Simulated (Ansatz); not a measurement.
# NbP: the cost of one run

Method: DFT PBE, scalar-relativistic, plane waves, PAW, in Ansatz 0.2.0.

## Step 1: Starting point

It takes space group I4_1md (No. 109, tetragonal). Conventional cell: a = 3.350 Å, b = 3.350 Å, c = 11.480 Å, α = 90.00°, β = 90.00°, γ = 90.00°. Nb (site symmetry 2mm) is surrounded by 6 P at 2.55 Å. Around P (site symmetry 2mm) lie 6 Nb at 2.55 Å.

Coordinates:

```cif
data_structure
_symmetry_space_group_name_H-M 'I4_1md'
_symmetry_Int_Tables_number 109
_cell_length_a 3.3498
_cell_length_b 3.3498
_cell_length_c 11.4802
_cell_angle_alpha 90.000
_cell_angle_beta 90.000
_cell_angle_gamma 90.000
_cell_volume 128.82
loop_
_atom_site_label
_atom_site_type_symbol
_atom_site_symmetry_multiplicity
_atom_site_Wyckoff_symbol
_atom_site_fract_x
_atom_site_fract_y
_atom_site_fract_z
_atom_site_occupancy
Nb1 Nb 4 a 0.50000 0.50000 0.99988 1
P1 P 4 a 0.00000 0.00000 0.08275 1
```

(A quick probe on a coarse mesh, which set the mesh and smearing, is not shown.)

## Step 3: Relaxing cell and atoms

input.yaml

```yaml
crystal:
  lattice:
    - [-1.6749232544, 1.6749232544, 5.7401081759]
    - [1.6749232544, -1.6749232544, 5.7401081759]
    - [1.6749232544, 1.6749232544, -5.7401081759]
  atoms:
    - { symbol: Nb, position: [0.7498808, 0.7498808, 0.0] }
    - { symbol: Nb, position: [0.4998808, 0.9998808, 0.5] }
    - { symbol: P, position: [0.33274777, 0.33274777, 0.0] }
    - { symbol: P, position: [0.08274778, 0.58274778, 0.5] }
basis:
  ecutwfc: 420
kpoints:
  mp_grid: { grid: [20, 20, 20] }
hamiltonian:
  xc: pbe
scf:
  occupations: { method: gaussian, width: 0.1 }
output:
  forces: true
  stress: true
  eigenvalues: true
relax:
  adjacent_minimum: "off"
  f_tol: 0.01
  max_steps: 80
  cell: { stress_tol: 0.05 }
```

Launch:

```bash
> ansatz run input.yaml --threads 1 --pin off --max-ram 2560MiB --backend cpu --events-out ev --progress --plain --runs-dir out
```

What time and memory should one allow on 1 thread of Intel Xeon Platinum 8375C at 2.90GHz (Ice Lake), shared host?

About 5.4 min, with a peak of 1.1 GiB.
